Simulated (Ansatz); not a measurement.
Magnetic states of nickel, A15

These are results of DFT, RPBE, plane waves (420 eV) with PAW, scalar-relativistic in Ansatz, not measurements. (PAW data from PBE, frozen cores regenerated.)

Each start was relaxed and then solved on a dense mesh, with Fermi-Dirac smearing of 0.05 eV (0.1 eV in a metal without spin) extrapolated to zero. Rows within 2 meV/atom of each other tie.

Q: Where does each start end, and how do the energies compare? Starts: non-magnetic; ferromagnetic.

A: 
```json
{"start": "ferromagnetic", "ends": "ferromagnetic, net 0.63 μB per atom", "ΔE (meV/atom)": "0.0", "V (Å³/atom)": "11.48"}
{"start": "non-magnetic", "ends": "spin not included", "ΔE (meV/atom)": "35.4", "V (Å³/atom)": "11.43"}
```
